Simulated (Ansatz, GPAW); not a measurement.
This is a calculation of FeO (Wuestite) for GPAW 26.7.0 (ASE script). 

run.py

```python
from ase.dft.bandgap import bandgap
from ase.io import read, write
from ase.units import GPa
from gpaw import GPAW, PW

atoms = read('FeO.xyz')
atoms.set_initial_magnetic_moments([3.0, 0.0])

calc = GPAW(mode=PW(800),
            xc='PBE',
            kpts={'size': (11, 11, 11), 'gamma': True},
            occupations={'name': 'methfessel-paxton', 'order': 0, 'width': 0.014},
            nbands=17,
            convergence={'density': 1e-05, 'energy': 1e-05},
            maxiter=150,
            txt='gpaw.txt')
atoms.calc = calc
energy = atoms.get_potential_energy()
forces = atoms.get_forces()
stress = atoms.get_stress()
calc.write('gs.gpw')
write('result.traj', atoms)
print(f'Energy: {energy:.6f} eV')
print('Forces (eV/A):')
print(forces.round(4))
print('Stress (GPa):', (stress / GPa).round(3))
print('Moments:', calc.get_magnetic_moments().round(3))
print('Fermi level:', round(calc.get_fermi_level(), 4), 'eV')
print(f'Gap: {bandgap(calc)[0]:.4f} eV, direct: {bandgap(calc, direct=True)[0]:.4f} eV')
```

FeO.xyz

```xyz
2
Lattice="0.0000000000 2.1554000000 2.1554000000 2.1554000000 0.0000000000 2.1554000000 2.1554000000 2.1554000000 0.0000000000" Properties=species:S:1:pos:R:3 pbc="T T T"
Fe     0.0000000000      0.0000000000      0.0000000000
O      2.1554000000      2.1554000000      2.1554000000
```

Potentials or basis: GPAW PAW data sets (gpaw-data 1.2.1), pw.

Launch:

```bash
$ OMP_NUM_THREADS=1 python run.py
```

Problem. Translate it to Ansatz 0.2.0. Potentials or basis there: Ansatz PAW, cutoff 420 eV.

Solution. As run (cutoffs and basis follow the program's own potentials, and thresholds, step limits or extra output files can differ):

input.yaml

```yaml
crystal:
  lattice:
    - [0.0, 2.1554, 2.1554]
    - [2.1554, 0.0, 2.1554]
    - [2.1554, 2.1554, 0.0]
  atoms:
    - { symbol: Fe, position: [0.0, 0.0, 0.0], spin: 3.0 }
    - { symbol: O, position: [0.5, 0.5, 0.5] }
hamiltonian:
  xc: pbe
  pseudopotentials: { kind: paw }
magnetization:
  spin_polarized: true
kpoints:
  mp_grid: { grid: [11, 11, 11] }
scf:
  occupations: { method: gaussian, width: 0.014 }
output:
  forces: true
  stress: true
  eigenvalues: true
  write_density: true
  write_potential: true
  elf: true
  volumetric_format: npy
```

Potentials or basis: Ansatz PAW.

Run with:

```bash
$ ansatz run input.yaml --threads 2 --pin off --max-ram 5632MiB --backend cpu --events-out ev --progress --plain --runs-dir out
```

Both were run:

|  | GPAW | Ansatz |
| --- | --- | --- |
| Pressure | 0.8 GPa | -0.3 GPa |
| Net moment | 4.00 μB per cell | 4.00 μB per cell |

Ansatz's pressure holds a Pulay term of +0.65 GPa for its cutoff of 420 eV, which the other run lacks.

The potentials hold 14 and 22 valence electrons a cell.

Where Ansatz's input types no cutoff or centring, it takes its own default and a Γ-centred mesh.

The magnetic state is the one that the start led to; the real crystal's order can differ.

Pressure is positive in compression.
